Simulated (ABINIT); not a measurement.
# BeTe (F-43m): a self-consistent loop beyond G0W0, cycle by cycle

Wanted: G0W0 and self-consistent gaps of BeTe (F-43m), with the cost of the cycles.

Program: ABINIT 10.8.3. Level of theory: PBE and many-body steps on it, plane waves. Results are calculated unless marked as measured.

**The experiments to reproduce.**

- Gap 2.8 eV: absolute (indirect, Gamma to X) gap, second literature value; film (quoted from earlier experiment) (quoted in “The band structure of BeTe - a combined experimental and theoretical study”, 1997, arxiv:cond-mat/9712266).

- Gap 2.7 eV: absolute (indirect, Gamma to X) gap; bulk crystal (quoted from earlier experiment) (quoted in “The band structure of BeTe - a combined experimental and theoretical study”, 1997, arxiv:cond-mat/9712266).

Report form: the programs' logs are mostly left out.

## Step 1: Set-up

The structure is cubic, space group F-43m (No. 216). Conventional cell: a = 5.663 Å, b = 5.663 Å, c = 5.663 Å, α = 90.00°, β = 90.00°, γ = 90.00°. Be has 4 Te at 2.45 Å nearest. Nearest to Te lie 4 Be at 2.45 Å. Farther neighbours and most contacts between anions are not listed.

The cell and positions are those that the Materials Project relaxed with its own functionals (PBE, PBE+U or r2SCAN), kept fixed. Spin-orbit coupling is left out unless a step names it.

## Step 2: Empty states on the mesh, 4×4×4 mesh, 140 bands

This step: ABINIT 10.8.3; DFT, PBE, plane waves, norm-conserving pseudopotentials.

The sums over transitions need many empty states on a uniform mesh; this step solves for them.

Contents of run.abi:

```
acell 3*1.0 Angstrom
rprim 
  -0.000000000000 2.831458787600 2.831458787600
  2.831458787600 0.000000000000 2.831458787600
  2.831458787600 2.831458787600 0.000000000000
ntypat 2
znucl 4 52
natom 2
typat 1 2
xred 
  0.000000000000 0.000000000000 0.000000000000
  0.750000000000 0.750000000000 0.750000000000
pp_dirpath "pseudos"
pseudos "Be.upf, Te.upf"
ecut 49
ngkpt 4 4 4
nshiftk 1
shiftk 0 0 0
kptopt 1
chksymbreak 0
irdden 1
istwfk *1
nband 140
prtvol 0
optdriver 6
gwr_task "HDIAGO"
paral_kgb 0
occopt 1
indata_prefix "in"
outdata_prefix "out"
tmpdata_prefix "tmp"
```

The run is started by

```
$ OMP_NUM_THREADS=1 mpirun -n 8 abinit run.abi > log
```

Wall time 3.7 min (8 MPI ranks of Arm Neoverse N1, shared host); peak memory 11 GiB.

Numbers from this step:

* gap: 2.027 eV
* k of the valence top: 0, 0, 0
* k of the conduction bottom: 0.5, 0.5, 0
* least direct gap: 3.644 eV
* k points computed: 8
* lowest point of the top converged band, above the valence top: 96.8185 eV

On this mesh the gap is 2.027 eV.

The density comes from a self-consistent run that is not shown.

## Step 3: Screening, 4×4×4 mesh, 132 bands, screening to 163.3 eV

The RPA dielectric matrix is built and inverted for each q.

This step: RPA screening on PBE, plane waves, norm-conserving pseudopotentials.

run.abi, as its differences from that of step 2:

```diff
@@ -20,10 +20,11 @@
 chksymbreak 0
-irdden 1
 istwfk *1
-nband 140
-prtvol 0
-optdriver 6
-gwr_task "HDIAGO"
-paral_kgb 0
 occopt 1
+irdwfk 1
+optdriver 3
+nband 132
+ecuteps 6
+inclvkb 2
+awtr 1
+symchi 1
 indata_prefix "in"
```

Elapsed: 83 s, on 8 MPI ranks; peak memory 1.9 GiB.

Numbers from this step:

* ε∞ with local fields, on this mesh, along the program's q direction: 8.995
* the same without local fields: 10.32
* plasma frequency: 29.16 eV
* plane waves in the screening matrix: 181

Local fields lower ε∞ by 13 %. On a Γ-centred mesh this coarse the value itself is usually too large, while a short band sum pulls it down.

## Step 4: G0W0

The self-energy is evaluated for the states that the input lists, and the levels follow from it, in one-shot runs by the linearised quasiparticle equation.

This step: G0W0 on PBE, plane waves, norm-conserving pseudopotentials.

run.abi, as its differences from that of step 3:

```diff
@@ -23,8 +23,17 @@
 irdwfk 1
-optdriver 3
+optdriver 4
 nband 132
+gwcalctyp 0
+ecutsigx 49
+symsigma 1
+nkptgw 2
+kptgw 
+  0.0000000000 0.0000000000 0.0000000000
+  0.5000000000 0.5000000000 0.0000000000
+bdgw 
+  12 17
+  13 16
 ecuteps 6
-inclvkb 2
-awtr 1
-symchi 1
+irdscr 1
+ppmodel 1
 indata_prefix "in"
```

Run time: 12 s. Hardware: 8 MPI ranks; peak memory 1.5 GiB.

This step gave:

| Quantity | Value |
| --- | --- |
| G0W0 gap on the points computed | 2.806 eV |
| starting gap on the mesh | 2.027 eV |
| k of the valence top | 0, 0, 0 |
| k of the conduction bottom | 0.5, 0.5, 0 |
| Z at the valence top | 0.804 |
| Z at the conduction bottom | 0.817 |
| least direct G0W0 gap on the computed points | 4.677 eV |

The gap on the mesh goes from 2.03 eV to 2.81 eV, a correction of +0.78 eV.

## Step 5: evGW0, cycle 1

This step: evGW0 on PBE, plane waves, norm-conserving pseudopotentials.

run.abi, as its differences from that of step 4:

```diff
@@ -25,12 +25,24 @@
 nband 132
-gwcalctyp 0
+gwcalctyp 10
 ecutsigx 49
 symsigma 1
-nkptgw 2
+nkptgw 8
 kptgw 
   0.0000000000 0.0000000000 0.0000000000
+  0.2500000000 0.0000000000 0.0000000000
+  0.5000000000 0.0000000000 0.0000000000
+  0.2500000000 0.2500000000 0.0000000000
+  0.5000000000 0.2500000000 0.0000000000
+  -0.2500000000 0.2500000000 0.0000000000
   0.5000000000 0.5000000000 0.0000000000
+  -0.2500000000 0.5000000000 0.2500000000
 bdgw 
-  12 17
-  13 16
+  12 18
+  12 18
+  12 18
+  12 18
+  12 18
+  12 18
+  12 18
+  12 18
 ecuteps 6
```

Elapsed: 90 s, on 8 MPI ranks; peak memory 2.2 GiB.

This step gave:

* quasiparticle gap on the mesh: 2.995 eV
* gap of the density functional on the mesh: 2.027 eV
* k of the valence top: 0, 0, 0
* k of the conduction bottom: 0.5, 0.5, 0
* Z at the valence top: 0.804
* Z at the conduction bottom: 0.817
* least direct quasiparticle gap on the computed points: 4.929 eV

Against G0W0 in ABINIT (4×4×4 mesh, 132 bands, screening to 163.3 eV, Godby-Needs plasmon pole), the gap moves by +0.189 eV. This first cycle still uses the starting levels; it takes the full correction, at all points of the mesh, and its linearised value is 2.806 eV.

## Step 6: evGW0, cycle 2

The corrected levels of the last cycle go back in.

run.abi, as its differences from that of step 5:

```diff
@@ -50,2 +50,3 @@
 ppmodel 1
+irdqps 1
 indata_prefix "in"
```

It took 95 s on 8 MPI ranks; peak memory 2.2 GiB.

This step gave:

| Quantity | Value |
| --- | --- |
| quasiparticle gap on the mesh | 2.909 eV |
| gap of the density functional on the mesh | 2.027 eV |
| k of the valence top | 0, 0, 0 |
| k of the conduction bottom | 0.5, 0.5, 0 |
| least direct quasiparticle gap on the computed points | 4.794 eV |

Against the cycle before, the gap moves by −0.086 eV.

## Step 7: evGW0, cycle 3

run.abi is that of step 6.

Elapsed: 96 s, on 8 MPI ranks; peak memory 2.2 GiB.

Numbers from this step:

```yaml
quasiparticle_gap_on_the_mesh: 2.915 eV
gap_of_the_density_functional_on_the_mesh: 2.027 eV
k_of_the_valence_top: 0, 0, 0
k_of_the_conduction_bottom: 0.5, 0.5, 0
least_direct_quasiparticle_gap_on_the_computed_points: 4.807 eV
```

Against the cycle before, the gap moves by +0.006 eV.

## Step 8: Screening, 4×4×4 mesh, 132 bands, screening to 163.3 eV

This step: RPA screening on PBE, plane waves, norm-conserving pseudopotentials.

Contents of run.abi:

```
acell 3*1.0 Angstrom
rprim 
  -0.000000000000 2.831458787600 2.831458787600
  2.831458787600 0.000000000000 2.831458787600
  2.831458787600 2.831458787600 0.000000000000
ntypat 2
znucl 4 52
natom 2
typat 1 2
xred 
  0.000000000000 0.000000000000 0.000000000000
  0.750000000000 0.750000000000 0.750000000000
pp_dirpath "pseudos"
pseudos "Be.upf, Te.upf"
ecut 49
ngkpt 4 4 4
nshiftk 1
shiftk 0 0 0
kptopt 1
chksymbreak 0
istwfk *1
occopt 1
irdwfk 1
optdriver 3
nband 132
ecuteps 6
inclvkb 2
awtr 1
symchi 1
gwcalctyp 10
mbpt_sciss 1.165 eV
nqptdm 1
qptdm 
  0 0 0
indata_prefix "in"
outdata_prefix "out"
tmpdata_prefix "tmp"
```

Run time: 15 s. Hardware: 8 MPI ranks; peak memory 1.7 GiB; 1.8 min of CPU time.

Numbers from this step:

```yaml
eps_infinity_with_local_fields_on_this_mesh_along_the_program_s_q_direction: 7.545
the_same_without_local_fields: 8.522
plasma_frequency: 29.16 eV
plane_waves_in_the_screening_matrix: 181
```

This screening uses the functional's bands under a rigid shift, the mean opening of the cycle before.

## Step 9: Screening, 4×4×4 mesh, 132 bands, screening to 163.3 eV

This step: RPA screening on PBE from quasiparticle energies, plane waves, norm-conserving pseudopotentials.

run.abi, as its differences from that of step 8:

```diff
@@ -29,7 +29,13 @@
 symchi 1
+irdqps 1
 gwcalctyp 10
-mbpt_sciss 1.165 eV
-nqptdm 1
+nqptdm 7
 qptdm 
-  0 0 0
+  0.2500000000 0.0000000000 0.0000000000
+  0.5000000000 0.0000000000 0.0000000000
+  0.2500000000 0.2500000000 0.0000000000
+  0.5000000000 0.2500000000 0.0000000000
+  -0.2500000000 0.2500000000 0.0000000000
+  0.5000000000 0.5000000000 0.0000000000
+  -0.2500000000 0.5000000000 0.2500000000
 indata_prefix "in"
```

Contents of mrgscr.stdin:

```
2
merged
q0_SCR
out_SCR
1
```

The run is started by

```
$ OMP_NUM_THREADS=1 mpirun -n 8 abinit run.abi > log; mrgscr < mrgscr.stdin
```

It took 85 s on 8 MPI ranks; peak memory 1.7 GiB.

Numbers from this step:

* plasma frequency: 29.16 eV
* plane waves in the screening matrix: 181

This screening reads the quasiparticle levels of the cycle before.

## Step 10: evGW, cycle 1

This step: evGW on PBE, plane waves, norm-conserving pseudopotentials.

run.abi, as its differences from that of step 9:

```diff
@@ -23,12 +23,10 @@
 irdwfk 1
-optdriver 3
+optdriver 4
 nband 132
-ecuteps 6
-inclvkb 2
-awtr 1
-symchi 1
-irdqps 1
 gwcalctyp 10
-nqptdm 7
-qptdm 
+ecutsigx 49
+symsigma 1
+nkptgw 8
+kptgw 
+  0.0000000000 0.0000000000 0.0000000000
   0.2500000000 0.0000000000 0.0000000000
@@ -40,2 +38,15 @@
   -0.2500000000 0.5000000000 0.2500000000
+bdgw 
+  12 18
+  12 18
+  12 18
+  12 18
+  12 18
+  12 18
+  12 18
+  12 18
+ecuteps 6
+irdscr 1
+ppmodel 1
+irdqps 1
 indata_prefix "in"
```

The run is started by

```
$ OMP_NUM_THREADS=1 mpirun -n 8 abinit run.abi > log
```

Wall time 1.8 min (8 MPI ranks); peak memory 2.2 GiB.

This step gave:

```
quasiparticle gap on the mesh                         : 3.086 eV
gap of the density functional on the mesh             : 2.027 eV
k of the valence top                                  : 0, 0, 0
k of the conduction bottom                            : 0.5, 0.5, 0
least direct quasiparticle gap on the computed points : 4.995 eV
```

Against G0W0 in ABINIT (4×4×4 mesh, 132 bands, screening to 163.3 eV, Godby-Needs plasmon pole), the gap moves by +0.280 eV.

## Step 11: Screening, 4×4×4 mesh, 132 bands, screening to 163.3 eV

This step: RPA screening on PBE, plane waves, norm-conserving pseudopotentials.

Contents of run.abi:

```
acell 3*1.0 Angstrom
rprim 
  -0.000000000000 2.831458787600 2.831458787600
  2.831458787600 0.000000000000 2.831458787600
  2.831458787600 2.831458787600 0.000000000000
ntypat 2
znucl 4 52
natom 2
typat 1 2
xred 
  0.000000000000 0.000000000000 0.000000000000
  0.750000000000 0.750000000000 0.750000000000
pp_dirpath "pseudos"
pseudos "Be.upf, Te.upf"
ecut 49
ngkpt 4 4 4
nshiftk 1
shiftk 0 0 0
kptopt 1
chksymbreak 0
istwfk *1
occopt 1
irdwfk 1
optdriver 3
nband 132
ecuteps 6
inclvkb 2
awtr 1
symchi 1
gwcalctyp 10
mbpt_sciss 1.362 eV
nqptdm 1
qptdm 
  0 0 0
indata_prefix "in"
outdata_prefix "out"
tmpdata_prefix "tmp"
```

Run time: 15 s. Hardware: 8 MPI ranks; peak memory 1.6 GiB.

Numbers from this step:

* ε∞ with local fields, on this mesh, along the program's q direction: 7.353
* the same without local fields: 8.287
* plasma frequency: 29.16 eV
* plane waves in the screening matrix: 181

This screening uses the functional's bands under a rigid shift, the mean opening of the cycle before.

## Step 12: Screening, 4×4×4 mesh, 132 bands, screening to 163.3 eV

This step: RPA screening on PBE from quasiparticle energies, plane waves, norm-conserving pseudopotentials.

run.abi, as its differences from that of step 11:

```diff
@@ -29,7 +29,13 @@
 symchi 1
+irdqps 1
 gwcalctyp 10
-mbpt_sciss 1.362 eV
-nqptdm 1
+nqptdm 7
 qptdm 
-  0 0 0
+  0.2500000000 0.0000000000 0.0000000000
+  0.5000000000 0.0000000000 0.0000000000
+  0.2500000000 0.2500000000 0.0000000000
+  0.5000000000 0.2500000000 0.0000000000
+  -0.2500000000 0.2500000000 0.0000000000
+  0.5000000000 0.5000000000 0.0000000000
+  -0.2500000000 0.5000000000 0.2500000000
 indata_prefix "in"
```

mrgscr.stdin is that of step 9.

The run is started by

```
$ OMP_NUM_THREADS=1 mpirun -n 8 abinit run.abi > log; mrgscr < mrgscr.stdin
```

Wall time 84 s (8 MPI ranks); peak memory 1.7 GiB.

Numbers from this step:

```yaml
plasma_frequency: 29.16 eV
plane_waves_in_the_screening_matrix: 181
```

This screening reads the quasiparticle levels of the cycle before.

## Step 13: evGW, cycle 2

This step: evGW on PBE, plane waves, norm-conserving pseudopotentials.

run.abi, as its differences from that of step 12:

```diff
@@ -23,12 +23,10 @@
 irdwfk 1
-optdriver 3
+optdriver 4
 nband 132
-ecuteps 6
-inclvkb 2
-awtr 1
-symchi 1
-irdqps 1
 gwcalctyp 10
-nqptdm 7
-qptdm 
+ecutsigx 49
+symsigma 1
+nkptgw 8
+kptgw 
+  0.0000000000 0.0000000000 0.0000000000
   0.2500000000 0.0000000000 0.0000000000
@@ -40,2 +38,15 @@
   -0.2500000000 0.5000000000 0.2500000000
+bdgw 
+  12 18
+  12 18
+  12 18
+  12 18
+  12 18
+  12 18
+  12 18
+  12 18
+ecuteps 6
+irdscr 1
+ppmodel 1
+irdqps 1
 indata_prefix "in"
```

The run is started by

```
$ OMP_NUM_THREADS=1 mpirun -n 8 abinit run.abi > log
```

Run time: 96 s. Hardware: 8 MPI ranks; peak memory 2.2 GiB.

This step gave:

* quasiparticle gap on the mesh: 3.092 eV
* gap of the density functional on the mesh: 2.027 eV
* k of the valence top: 0, 0, 0
* k of the conduction bottom: 0.5, 0.5, 0
* least direct quasiparticle gap on the computed points: 5.001 eV

Against the cycle before, the gap moves by +0.006 eV.

## Step 14: Side by side

Times are wall times on 8 MPI ranks of Arm Neoverse N1, shared host. The host was busy with other work, so they are no guide to cost. A run's time includes the screening step that it read.

```csv
run,mesh,bands,screening cutoff (eV),DFT gap (eV),gap on the mesh (eV),direct (eV),ε∞ used,time
G0W0,4×4×4,132,163.3,2.027,2.806,4.677,8.99,95 s
"evGW0, cycle 1",4×4×4,132,163.3,2.027,2.995,4.929,8.99,2.9 min
"evGW0, cycle 2",4×4×4,132,163.3,2.027,2.909,4.794,8.99,3 min
"evGW0, cycle 3",4×4×4,132,163.3,2.027,2.915,4.807,8.99,3 min
"evGW, cycle 1",4×4×4,132,163.3,2.027,3.086,4.995,7.54,3.4 min
"evGW, cycle 2",4×4×4,132,163.3,2.027,3.092,5.001,7.35,3.3 min
```

## Step 15: Outcome

```yaml
g0w0: 2.806 eV
evgw0_cycle_1: 2.995 eV
evgw0_cycle_2: 2.909 eV
evgw0_cycle_3: 2.915 eV
evgw_cycle_1: 3.086 eV
evgw_cycle_2: 3.092 eV
known_limits: not at the basis limit; no spin-orbit coupling; coarse k mesh
```

What this shows: Only the bands that the input lists are updated; the others, empty or deep, keep the functional's energies or take a rigid shift. The evGW loop starts from the last levels of evGW0, so its cycles and time come on top of those. evGW0 ends at 2.92 eV, +0.11 eV from G0W0, after 3 cycles that took 4.7 min beside the first screening; the last moved the gap by 0.006 eV. evGW ends at 3.09 eV, +0.29 eV from G0W0, after 2 cycles that took 6.7 min beside the first screening; the last moved the gap by 0.006 eV. The first cycle of evGW0 takes the full correction, without the factor Z, so it overshoots the one-shot value. Against experiment, by evGW, cycle 2: the gap of 3.09 eV lies +0.29 eV from the measured 2.8 eV (indirect, quoted 1997); the gap of 3.09 eV lies +0.39 eV from the measured 2.7 eV (indirect, quoted 1997). These are gaps on the mesh, at modest bands and cutoff. The calculation has static nuclei and no excitons; a measured gap holds zero-point and thermal motion, which mostly lowers it. With atoms this heavy the missing spin-orbit coupling can matter too. Bands and cutoff are finite, so the gap is not at the basis limit. The miss can reach some tenths of an eV and take either sign; the mesh is an error of its own. The 4×4×4 mesh is coarse for this cell, which bears on the long-range parts of exchange and screening. In the updated screening the q = 0 part is built from Kohn-Sham bands under a rigid shift, the other q from the quasiparticle levels.

[Paths, hosts, dates, memory and timing lines, banners, echoed tables and standing remarks are left out of the program output.]

[Logs are printed without paths, hosts, clocks, repeated set-up lines and the standing remarks that a program may print on its own settings, such as how far it seeks lower states.]

[Runs of the session that timed out or met a known fault of the program may be left out.]

[Hosts, paths, dates, database ids (printed as entryN), source tags and the programs' standing remarks are cut or masked in the printed files.]

[G0W0 gaps are taken among the corrected bands and points alone; a level outside them can change the order at an edge.]

[Where Ansatz stands beside ABINIT at settings called matched, ABINIT's density can come from a denser mesh and the files from another edition; pairs whose starting gaps differed by over 0.03 eV were left out, so agreement reads better than it is.]
